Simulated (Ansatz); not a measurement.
# TaN (Fm-3m) in Ansatz: notebook

One crystal, TaN, is run at these levels: PBE; tasks: single point.

Everything below comes from runs of Ansatz 0.2.0. Logs are shortened: lines on timing, memory, paths and dates and some standing lists are left out, and cuts for length are marked.

## (1) The crystal as given

The structure is cubic, space group Fm-3m (No. 225). The conventional cell has a = 4.423 Å, b = 4.423 Å, c = 4.423 Å, α = 90.00°, β = 90.00°, γ = 90.00°. Ta (site symmetry m-3m) is surrounded by 6 N at 2.21 Å. Around N (site symmetry m-3m) lie 6 Ta at 2.21 Å.

The cell comes from a database or a generator and needn't be the stable form of this composition.

## (2) Single point, PBE

Input file input.yaml:

```yaml
crystal:
  lattice:
    - [0.0, 2.211323, 2.211323]
    - [2.211323, 0.0, 2.211323]
    - [2.211323, 2.211323, 0.0]
  atoms:
    - { symbol: Ta, position: [0.5, 0.5, 0.5] }
    - { symbol: "N", position: [0.0, 0.0, 0.0] }
hamiltonian:
  xc: pbe
  pseudopotentials: { kind: paw }
kpoints:
  mp_grid: { grid: [10, 10, 10] }
scf:
  occupations: { method: gaussian, width: 0.014 }
output:
  forces: true
  stress: true
  eigenvalues: true
```

Potentials or basis: Ansatz PAW.

Command:

```sh
$ ansatz run input.yaml --threads 2 --pin off --max-ram 5632MiB --backend cpu --events-out ev --progress --plain --runs-dir out
```

The log of the run:

```text
Warning: RAYON_NUM_THREADS=2 ignored (pool sized by the plan → 2); use --threads N
Engine: ansatz 0.2.0, aarch64-unknown-linux-gnu
Pseudopotentials: kind: paw
Pseudopotential: Ta, paw, valence charge 13, recommended cutoff 420 eV (normal), Ta.paw.azcp
Pseudopotential: N, paw, valence charge 5, recommended cutoff 420 eV (normal), N.paw.azcp
Functional definition: PBE
  parameter kappa = 0.804
  parameter beta = 0.06672455060314922
  exchange = pbe_x(kappa = kappa, mu = beta*pi^2/3)
  correlation = pbe_c(beta = beta)
Crystal: 2 atoms, lattice volume = 21.627 Å³
Basis set: ecut = 420 eV, 411 PW (Γ), exchange–correlation on 48×48×48 points (8 copies of the dense FFT grid, shifted against one another)
Bands: 13, of which v1, the nominal top of the filled ones, is band 9 counted from 1 (8 counted from 0)
Symmetry: 48 space group operations
Space group: Fm-3m (ITA 225), of the structure as read, at distance tolerance 2.8e-5 Å
k-points: 47 of 1000
Non-local potential: Ta, projectors of the file, l = 0: 3, l = 1: 2, l = 2: 2, l = 3: 1
Non-local potential: N, projectors of the file, l = 0: 2, l = 1: 2, l = 2: 1
PAW form: soft (Blöchl's): semilocal exchange-correlation on the pseudo side does not see the compensation charge
PAW one-centre angular grid: Ta, 590 points (default); XC on 64 Gauss nodes
PAW one-centre angular grid: N, 110 points (default); XC on 64 Gauss nodes
Initial density: superposition of atomic densities (neutral atoms: chi_scale 0, normalization atom), corrected by the library's trained network
Initial wavefunctions: pseudopotential atomic-orbital guess
Functional: x = pbe(κ = 0.804, μ = 0.2195149727645171), c = pbe(β = 0.06672455060314922)
SCF iter   1: F=—  HF=-10317.929000 eV  |F-HF|=—  |Δ(HF+E_count)|=         —  Δρ=1.66e-3  dr2=2.59e-4  ethr=1.77e-3  ⟨swp⟩=6.1  Hψ=7004  notcnv=0
automatic band count: the SCF goes on with 17 bands, as 13 were too few: the levels above may hold too much charge
preconditioner: auto → none  [insulator: Δε(μ)=0.135 eV  Ē_g=15.348 eV  σ=0.014 eV  W_gap=0.71  n_scr=8 (ndim 8)  ℏωp=25.3 eV  f_vac=0.000  D(μ)=3.35/eV (n_scr^D=58)  ε∞_Penn≈3.7]
SCF iter   2: F=—  HF=-10317.929277 eV  |F-HF|=—  |Δ(HF+E_count)|=   2.77e-4  Δρ=9.19e-4  dr2=6.93e-5  ethr=1.44e-6  ⟨swp⟩=2.3  Hψ=1765  notcnv=0  defer=97
SCF iter   3: F=—  HF=-10317.929373 eV  |F-HF|=—  |Δ(HF+E_count)|=   9.59e-5  Δρ=1.45e-4  dr2=2.34e-6  ethr=3.85e-7  ⟨swp⟩=2.1  Hψ=924  notcnv=0  defer=97
SCF iter   4: F=—  HF=-10317.929373 eV  |F-HF|=—  |Δ(HF+E_count)|=   4.35e-8  Δρ=5.69e-5  dr2=1.89e-7  ethr=1.30e-8  ⟨swp⟩=2.2  Hψ=1086  notcnv=0  defer=97
iter 5 did not close the SCF: its close was put off for the readings that it lacked (scf_convergence_deferred on its scf_iter line)
SCF iter   5: F=-10317.929373 eV  HF=-10317.929373 eV  |F-HF|=1.19e-9  |Δ(HF+E_count)|=   5.56e-8  Δρ=4.79e-6  dr2=2.18e-9  ethr=1.05e-9  ⟨swp⟩=2.3  Hψ=975  notcnv=0  defer=97
SCF iter   6: F=-10317.929373 eV  HF=-10317.929373 eV  |F-HF|=7.28e-11  |Δ(HF+E_count)|=   2.16e-9  Δρ=1.25e-6  dr2=1.10e-10  ethr=1.21e-11  ⟨swp⟩=4.8  Hψ=3106  notcnv=0
SCF 1 converged in 6 iterations: F = -10317.929373 eV  dr2 = 1.10e-10
SCF converged after 6 iterations
Free energy (F): -10317.929373 eV
Harris-Foulkes:  -10317.929373 eV  (|F-HF|=7.28e-11)
Internal energy: -10317.929042 eV  (E = F + TS)
E sigma→0 (E₀):  -10317.929207 eV
Entropy (-TS):   -0.000331 eV (-0.165 meV/atom)
Fermi energy:    21.370592 eV
--- Per-component energies (eV) ---
  E_band       = -50.646281
  E_kinetic    = 500.071361
  E_local      = -594.543433  (includes V_loc(G=0)·N_el)
  E_nonlocal   = 59.751885
  E_hartree    = 199.450359
  E_xc         = -279.870213
  E_vxc        = -282.308601  (∫ρ·V_xc dr)
  E_paw        = -8524.169042  (= ΣΔE_a)
  E_vpaw       = -132.518250  (= ΣTr[D̂ρ^β])
  E_aug_tail   = 0.000158  (compensation charges beyond the density's cutoff)
  E_ewald      = -1678.620117
  E_smearing   = -0.000331  (= −TS)
  E_closure    = 0.000000  (closes the sum)
  Σ components = -10317.929373   (vs F -10317.929373, Δ=0.00e0)
--- Forces (eV/Å), atoms counted from 1 ---
  atom   1  Ta     0.00000000    -0.00000000     0.00000000
  atom   2  N     -0.00000000     0.00000000     0.00000000
  max |Σ_I F_I| component: 3.94e-29 eV/Å
--- Stress (GPa, compression-positive) ---
       -1.366338       0.000000       0.000000
        0.000000      -1.366338       0.000000
        0.000000      -0.000000      -1.366338
  P = ⅓ Tr σ = -1.3663 GPa (-13.663 kbar)
--- Band table (eV; the first three rows and the last of 47) ---
  k-point 0: bands = ["-48.1965", "-14.4481", "-14.4481", "-14.4481", "2.6152", "17.5472", "17.5472", "17.5472", "19.2565", "19.2565", "19.2565", "21.3841", "21.3841", "22.6768", "30.4837", "45.0506", "45.0506"]
  k-point 1: bands = ["-48.1915", "-14.5300", "-14.4556", "-14.4556", "2.8446", "16.4527", "16.8184", "16.8184", "19.6073", "19.6073", "19.6718", "22.2785", "22.2785", "23.3832", "31.1916", "42.2226", "43.4195"]
  k-point 2: bands = ["-48.1786", "-14.7386", "-14.4752", "-14.4752", "3.4718", "14.6402", "15.6486", "15.6486", "20.2017", "20.4042", "20.4042", "24.1236", "24.1236", "24.8435", "32.8287", "39.0426", "40.3135"]
  k-point 46: bands = ["-48.1274", "-14.9900", "-14.8616", "-14.7364", "4.4107", "14.1889", "14.5689", "14.6988", "20.0287", "22.2197", "24.7810", "25.0467", "25.8782", "30.4815", "32.0651", "34.0427", "36.4729"]
```

Wall time 0.83 s (2 threads of Arm Neoverse V1, shared host); peak memory 0.28 GiB.

Results:

```
Free energy            : -10317.9294 eV
Pressure               : -1.4 GPa
Band gap on the k mesh : none (metal or under the smearing width)
```

Caveat: the pressure holds a Pulay correction of +0.5 GPa for the finite cutoff. Spin-orbit coupling is left out, which matters for the levels of Ta.

## (3) Single point, PBE

Edit input.yaml of step 2 so:

```diff
@@ -14,3 +14,3 @@
 scf:
-  occupations: { method: gaussian, width: 0.014 }
+  occupations: { method: gaussian, width: 0.015 }
 output:
```

Potentials or basis: Ansatz PAW.

Command:

```sh
$ ansatz run input.yaml --threads 2 --pin off --max-ram 5632MiB --backend cpu --events-out ev --progress --plain --runs-dir out
```

Run time: 0.84 s. Hardware: 2 threads of Arm Neoverse V1, shared host; peak memory 0.28 GiB.

The run converged. Its results:

```yaml
Free_energy: -10317.9294 eV
Pressure: -1.4 GPa
Band_gap_on_the_k_mesh: none (metal or under the smearing width)
```

Levels at points of the mesh, in eV from the Fermi level:
```csv
k point,band 7,band 8,band 9,band 10,band 11,band 12
"(0.00, 0.00, 0.00)",-3.82,-3.82,-2.11,-2.11,-2.11,0.01
"(0.00, 0.00, -0.50)",-7.51,-7.51,1.79,1.79,1.88,3.68
"(0.00, -0.50, -0.50)",-5.41,-4.65,-4.65,2.02,3.40,3.40
```

Caveat: the pressure holds a Pulay correction of +0.5 GPa for the finite cutoff.

## (4) Single point, PBE

Edit input.yaml of step 3 so:

```diff
@@ -14,3 +14,3 @@
 scf:
-  occupations: { method: gaussian, width: 0.015 }
+  occupations: { method: gaussian, width: 0.016 }
 output:
```

Command:

```sh
$ ansatz run input.yaml --threads 2 --pin off --max-ram 5632MiB --backend cpu --events-out ev --progress --plain --runs-dir out
```

It took 0.84 s on 2 threads of Arm Neoverse V1, shared host; peak memory 0.28 GiB.

Results (log left out):

| Quantity | Value |
| --- | --- |
| Free energy | -10317.9294 eV |
| Pressure | -1.4 GPa |
| Band gap on the k mesh | none (metal or under the smearing width) |

Levels at points of the mesh, in eV from the Fermi level:
```csv
k point,band 5,band 6,band 7,band 8,band 9,band 10,band 11,band 12,band 13,band 14
"(0.00, 0.00, 0.00)",-18.75,-3.82,-3.82,-3.82,-2.11,-2.11,-2.11,0.01,0.01,1.31
"(0.00, 0.00, -0.50)",-15.85,-10.28,-7.51,-7.51,1.79,1.79,1.88,3.68,7.30,7.30
"(0.00, -0.50, -0.50)",-17.53,-6.67,-5.41,-4.65,-4.65,2.02,3.40,3.40,4.30,6.59
```

Caveat: the pressure holds a Pulay correction of +0.5 GPa for the finite cutoff.

## (5) Single point, PBE

Edit input.yaml of step 4 so:

```diff
@@ -14,3 +14,3 @@
 scf:
-  occupations: { method: gaussian, width: 0.016 }
+  occupations: { method: gaussian, width: 0.017 }
 output:
@@ -19 +19,5 @@
   eigenvalues: true
+  write_density: true
+  write_potential: true
+  elf: true
+  volumetric_format: npy
```

Command:

```sh
$ ansatz run input.yaml --threads 2 --pin off --max-ram 5632MiB --backend cpu --events-out ev --progress --plain --runs-dir out
```

It took 1 s on 2 threads of Arm Neoverse V1, shared host; peak memory 0.28 GiB.

The run converged. Its results:

```
Free energy            : -10317.9294 eV
Pressure               : -1.4 GPa
Band gap on the k mesh : none (metal or under the smearing width)
```

Levels at points of the mesh, in eV from the Fermi level:
| k point | band 6 | band 7 | band 8 | band 9 | band 10 | band 11 | band 12 | band 13 |
| --- | --- | --- | --- | --- | --- | --- | --- | --- |
| (0.00, 0.00, 0.00) | -3.82 | -3.82 | -3.82 | -2.11 | -2.11 | -2.11 | 0.01 | 0.01 |
| (0.00, 0.00, -0.50) | -10.28 | -7.51 | -7.51 | 1.79 | 1.79 | 1.88 | 3.68 | 7.30 |
| (0.00, -0.50, -0.50) | -6.67 | -5.41 | -4.65 | -4.65 | 2.02 | 3.40 | 3.40 | 4.30 |

Caveat: the pressure holds a Pulay correction of +0.5 GPa for the finite cutoff.

## (6) Overview

```csv
smearing,gap on the mesh (eV),pressure (GPa)
gaussian 0.014 eV,none,-1.4
gaussian 0.015 eV,none,-1.4
gaussian 0.016 eV,none,-1.4
gaussian 0.017 eV,none,-1.4
```

Alike in all rows: task single point; level PBE; potentials or basis Ansatz PAW; no spin polarisation; cell as given; k mesh 10 × 10 × 10; cutoff (eV) 420.

Every run on the cell as given and a fine mesh finds a metal.

Absolute energies hang on the potentials; compare differences alone.
